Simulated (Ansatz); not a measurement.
# GaN: the cost of one run

Program: Ansatz 0.2.0. PAW datasets, plane waves. (Calculated; spin-unpolarised; the phase may be known or hypothetical.)

### Step 1. The system as given

The unstrained cell was relaxed with r2SCAN; in each strained cell the atoms were relaxed again with r2SCAN. Names of k-points are those of the unstrained zone, where strain can split equivalent points. First state: +1.6 % strain along x alone.

Space group Cmcm (No. 63), orthorhombic; conventional cell a = 3.353 Å, b = 5.716 Å, c = 4.756 Å, 11.39 Å³ an atom. Near Ga stand 3 N at 1.92 Å; near N stand 3 Ga at 1.92 Å.

Coordinates:

```cif
data_structure
_symmetry_space_group_name_H-M 'Cmcm'
_symmetry_Int_Tables_number 63
_cell_length_a 3.3525
_cell_length_b 5.7158
_cell_length_c 4.7559
_cell_angle_alpha 90.000
_cell_angle_beta 90.000
_cell_angle_gamma 90.000
_cell_volume 91.13
loop_
_atom_site_label
_atom_site_type_symbol
_atom_site_symmetry_multiplicity
_atom_site_Wyckoff_symbol
_atom_site_fract_x
_atom_site_fract_y
_atom_site_fract_z
_atom_site_occupancy
Ga1 Ga 4 c 0.00000 0.33283 0.25000 1
N1 N 4 c 0.00000 0.66831 0.25000 1
```

### Step 2. +1.6 % strain along x alone: PBE

Contents of input.yaml:

```yaml
crystal:
  lattice:
    - [3.352505218, 0.0, 0.0]
    - [-1.676252609, 2.8579138548, 0.0]
    - [0.0, 0.0, 4.7558752377]
  atoms:
    - { symbol: Ga, position: [0.3328343405, 0.665668681, 0.25] }
    - { symbol: Ga, position: [0.6671656595, 0.334331319, 0.75] }
    - { symbol: "N", position: [0.6683078147, 0.3366156293, 0.25] }
    - { symbol: "N", position: [0.3316921853, 0.6633843707, 0.75] }
kpoints:
  mp_grid: { grid: [12, 12, 6] }
  band_path:
    path:
      - [0.0, 0.0, 0.0]
      - [0.5, 0.0, 0.0]
      - [0.3333333333, 0.3333333333, 0.0]
      - [0.0, 0.0, 0.5]
      - [0.5, 0.0, 0.5]
      - [0.3333333333, 0.3333333333, 0.5]
    npoints: 1
hamiltonian:
  xc: pbe
scf:
  occupations: { method: fermi_dirac, width: 0.02 }
  n_extra_bands: 5
output:
  forces: true
  stress: true
  eigenvalues: true
```

Command:

```
> ansatz run input.yaml --threads 4 --pin off --max-ram 3686MiB --backend cpu --events-out ev --progress --plain --runs-dir out
```

**Question.** How long does this run take on 4 threads of Arm Neoverse V1, shared host, and how much memory does it need?

About 2.7 s, with a peak of 0.43 GiB.
